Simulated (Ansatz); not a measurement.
# Phase order of Zn (relativity switched off)

Structure types of Zn are relaxed in primitive cells with their symmetry kept at 0 GPa, first on PAW files, then by LAPW. The enthalpy is E + pV at zero temperature, without zero-point motion. Only the types listed were tried, and differences under about 5 meV/atom are mesh noise.

All numbers are PBE results (non-relativistic) from Ansatz 0.2.0, with Fermi–Dirac smearing of 0.05 eV, no spin polarisation. Methods: LAPW: all electrons, basis error target 0.5 meV/atom.

k meshes: fcc 18×18×18, bcc 18×18×18, hcp 17×17×9.

| start type | ends as | a, b, c (Å) | V (Å³/atom) | H − H(lowest), LAPW (meV/atom) |
| --- | --- | --- | --- | --- |
| fcc | fcc, Fm-3m | 3.960, 3.960, 3.960 | 15.52 | ? |
| bcc | bcc, Im-3m | 3.156, 3.156, 3.156 | 15.72 | ? |
| hcp | hcp, P6_3/mmc | 2.716, 2.716, 4.811 | 15.37 | 0.0 |

**Question.** Fill in "H − H(lowest), LAPW (meV/atom)" for the row "bcc".

**Answer.** 83.3.

**Question.** What belongs in the row "fcc", column "H − H(lowest), LAPW (meV/atom)"?

**Answer.** 22.6.
